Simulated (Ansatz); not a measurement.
Zone-centre phonons of Li2S at 7 GPa: input and output

The calculation used Ansatz, DFT PBE, scalar-relativistic, plane waves, PAW.

Launched with:
```bash
ansatz run input.yaml --threads 1 --pin off --max-ram 1228MiB --backend cpu --events-out ev --progress --plain --runs-dir out
```

Input (bare energies are in eV):
```yaml
crystal:
  lattice:
    - [0.0, 2.7289805023, 2.7289805023]
    - [2.7289805023, 0.0, 2.7289805023]
    - [2.7289805023, 2.7289805023, 0.0]
  atoms:
    - { symbol: Li, position: [0.25, 0.25, 0.25] }
    - { symbol: Li, position: [0.75, 0.75, 0.75] }
    - { symbol: S, position: [0.0, 0.0, 0.0] }
basis:
  ecutwfc: 420
kpoints:
  mp_grid: { grid: [8, 8, 8] }
hamiltonian:
  xc: pbe
scf:
  occupations: { method: fixed }
output:
  eigenvalues: true
phonons:
  method: dfpt
  dielectric: true
  rigid_motions: translations
  eigenvectors: true
```

The end of the output:
```
--- Phonons (Γ-DFPT): 2 representative perturbations + reference, on 95 of 512 k-points (Σ response iterations 7) ---
  k mesh reduced under 4 symmetry operations, with k and −k counted as one. Each operation leaves every solved perturbation unchanged. A smaller set is not considered because the run solves the response ...
  ASR residual: 2.409e-4 → 0.000e0 eV/Å²; symmetrization residual: 9.582e-8 eV/Å²
  ASR residual per site (eV/Å²): 1.47e-5 1.47e-5 2.41e-4
  Γ frequencies (cm⁻¹): 0.00 0.00 0.00 401.50 401.50 401.50 439.14 439.14 439.14
  ε∞ (high-frequency dielectric tensor):
        3.985814    -0.000000     0.000000
       -0.000000     3.985814    -0.000000
        0.000000    -0.000000     3.985814
  ε⁰ (static dielectric tensor: ions relaxed, cell fixed):
        6.494266    -0.000000     0.000000
       -0.000000     6.494266     0.000000
        0.000000     0.000000     6.494266
  ε⁰ − ε∞ (ionic part):
        2.508451    -0.000000     0.000000
       -0.000000     2.508451     0.000000
        0.000000     0.000000     2.508451
  softest optical mode at Γ: 401.50 cm⁻¹; the repairs (sum rule, projections) moved no ω² at Γ by more than (1.44 cm⁻¹)²
  Born effective charges Z* (e; rows j = field, columns β = displacement):
    site 0:
         0.89937   -0.00000   -0.00000
         0.00000    0.89937   -0.00000
         0.00000    0.00000    0.89937
    site 1:
         0.89937   -0.00000   -0.00000
        -0.00000    0.89937   -0.00000
         0.00000    0.00000    0.89937
    site 2:
        -1.79874    0.00000    0.00000
         0.00000   -1.79874    0.00000
        -0.00000   -0.00000   -1.79874
  Z* charge neutrality: 9.841e-5 e pre-enforcement
  solved inside a basis spanned on kpoints, on 8×8×8 k-points, its susceptibility summed on 12×12×12: ε∞ is read to err by 9.0e-3, Z* by 6.5e-3 e (field_mesh: kpoints solves on kpoints); Z* is corrected for ...
  optical modes at Γ without the LO–TO term, one row a degenerate level:
      ω (cm⁻¹) modes IR ((D/Å)²/amu)
        401.50      3            23.1185
        439.14      3             0.0000
  optical modes at Γ + LO–TO along q̂ = [1.0000, 0.0000, 0.0000]:
      ω (cm⁻¹) modes IR ((D/Å)²/amu)
        401.50      2            15.4123
        439.14      3             0.0000
        512.49      1             7.7062
  optical modes at Γ + LO–TO along q̂ = [0.0000, 1.0000, 0.0000]:
      ω (cm⁻¹) modes IR ((D/Å)²/amu)
        401.50      2            15.4123
        439.14      3             0.0000
        512.49      1             7.7062
  optical modes at Γ + LO–TO along q̂ = [0.0000, 0.0000, 1.0000]:
      ω (cm⁻¹) modes IR ((D/Å)²/amu)
        401.50      2            15.4123
        439.14      3             0.0000
        512.49      1             7.7062
```